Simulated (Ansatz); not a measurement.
The system is BeS.

```
S Be
1.0
     0.00000    2.42500    2.42500
     2.42500    0.00000    2.42500
     2.42500    2.42500    0.00000
S Be
1 1
Cartesian
  3.6375 3.6375 3.6375
  0.0000 0.0000 0.0000
```

Base run:

* Program: Ansatz 0.2.0
* Functional: PBE0
* Potentials or basis: Ansatz PAW
* Cutoff: 420 eV (not typed: the program's choice for these potentials)
* k mesh: 6 × 6 × 6
* Occupations: fermi-dirac, width 0.05 eV
* Spin: no spin polarisation

Its results: band gap on the k mesh 4.77 eV, indirect (least direct gap 7.61 eV); pressure 0.2 GPa.

Task: The run is repeated on the same cell with these changes: functional from PBE0 to HSE06. What comes out?

Result: Band gap on the k mesh 4.06 eV, indirect (least direct gap 6.87 eV); pressure 0.2 GPa.

Caveats: the PAW data sets come from PBE, with cores solved anew for the run's functional, which leaves a small shift of forces and pressure; the thresholds are loose for stress.
